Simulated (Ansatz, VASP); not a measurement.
Ta in VASP and in Ansatz

INCAR

```
SYSTEM = Ta
PREC = Accurate
ENCUT = 600
EDIFF = 1E-7
ISMEAR = -1
SIGMA = 0.1
LREAL = .False.
LASPH = .True.
NELM = 100
ALGO = Normal
ISIF = 3
LWAVE = .False.
LCHARG = .False.
GGA = PE
IBRION = 2
NSW = 80
EDIFFG = -0.01
```

File KPOINTS:

```
regular mesh
0
Gamma
  13 13 13
  0 0 0
```

POSCAR

```
Ta
1.0
    0.0000000000      2.0825235034      2.0825235034
    2.0825235034      0.0000000000      2.0825235034
    2.0825235034      2.0825235034      0.0000000000
Ta
1
Direct
    0.0000000000      0.0000000000      0.0000000000
```

Input for Ansatz:

```yaml
crystal:
  lattice:
    - [0.0, 2.0825235034, 2.0825235034]
    - [2.0825235034, 0.0, 2.0825235034]
    - [2.0825235034, 2.0825235034, 0.0]
  atoms:
    - { symbol: Ta, position: [0.0, 0.0, 0.0] }
hamiltonian:
  xc: pbe
  pseudopotentials:
    kind: paw
    azcp:
      Ta: "pseudopotentials/Ta.paw.azcp"
basis:
  ecutwfc: 420
  fft_grid_basis: typed
kpoints:
  mp_grid: { grid: [13, 13, 13], shift: [0, 0, 0] }
magnetization:
  spin_polarized: false
scf:
  occupations: { method: fermi_dirac, width: 0.1 }
relax:
  max_steps: 60
  f_tol: 0.01
  cell: {}
```

The cell was built by a generator and needn't be a form met in nature.

Alike in both runs: task relaxation of cell and atoms; functional PBE; k mesh 13 × 13 × 13; occupations fermi-dirac, width 0.1 eV; no spin polarisation.

|  | VASP | Ansatz |
| --- | --- | --- |
| version | VASP 6.6.1 | Ansatz 0.2.0 |
| potentials or method | VASP PAW PBE potentials, release 64 (Ta_pv) | plane waves (420 eV) with PAW, scalar-relativistic |
| plane-wave cutoff (eV) | 600 | 420 |
| valence electrons in the cell | 11 | 13 |

```tsv
	VASP	Ansatz	Ansatz less VASP
relaxed volume (Å³/atom)	18.84	18.83	-0.007
relaxed cell length with the largest relative difference (Å)	2.986	2.986	-0.0004
energy change over the relaxation (meV/atom)	-20	-20	+0.3
```

The two sets of potentials don't hold the same shells in valence.

The runs have no spin-orbit coupling, so splittings on Ta are missing.
